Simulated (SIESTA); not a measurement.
## Zn: single point with PBE

Zn, a slab with vacuum:

```
Zn
1.0
     2.61697    0.00000    0.00000
    -1.30849    2.26817    0.00000
     0.00000    0.00000   24.71677
Zn
5
Cartesian
  0.0000 1.5394 7.5000
  0.0000 0.0523 9.9164
  0.0000 1.5917 12.3584
  1.3085 0.8630 14.8004
  0.0000 1.6440 17.2168
```

The slab is cut from a database's or a generator's crystal, which needn't be the stable form of the element.

```
Program             : SIESTA 5.4.2
Task                : single point
Functional          : PBE
Potentials or basis : PseudoDojo 0.4 standard (PBE files)
Basis               : DZP (energy shift 0.003 Ry; two zetas on semicore shells)
Grid cutoff         : 800 Ry
Energy shift        : 0.003 Ry
k mesh              : 8 × 8 × 1
Occupations         : fermi-dirac, width 0.05 eV
Spin                : no spin polarisation
```

```
Largest force          : 0.267 eV/Å
Band gap on the k mesh : none (metal or under the smearing width)
```

Forces in eV/Å, atoms in the order of the input:
```
Zn   0.000  0.024  0.044
Zn   0.000 -0.019  0.266
Zn   0.000  0.000  0.000
Zn   0.000  0.019 -0.266
Zn   0.000 -0.025 -0.043
```

Stress tensor (GPa, compression positive):
```
 1.20  0.00  0.00
 0.00  1.24 -0.15
 0.00 -0.15 -1.89
```

Levels at points of the mesh, in eV from the Fermi level:
```
           k point  band 46  band 47  band 48  band 49  band 50  band 51  band 52  band 53  band 54  band 55
(0.00, 0.00, 0.00)    -7.13    -7.11    -7.11    -6.34    -4.36    -2.69     0.16     3.07     6.48    11.00
(0.50, 0.00, 0.00)    -2.62    -2.35    -1.74    -1.61    -1.53     0.66     1.27     1.52     2.97     3.43
(0.00, 0.50, 0.00)    -2.65    -2.33    -1.67    -1.65    -1.57     0.55     1.32     1.57     2.88     3.45
(0.50, 0.50, 0.00)    -2.62    -2.35    -1.74    -1.61    -1.53     0.66     1.27     1.52     2.97     3.43
```

It took 75 s on 1 thread of Arm Neoverse N1 (shared host), peak memory 0.31 GiB.

Caveat: short orbitals over semicore shells can move pressures by several GPa; the valence orbitals were made in a potential fitted to the semicore shell under them, which widens gaps by tenths of an eV or more; the basis of atomic orbitals isn't converged, which shifts pressures, moduli and gaps.
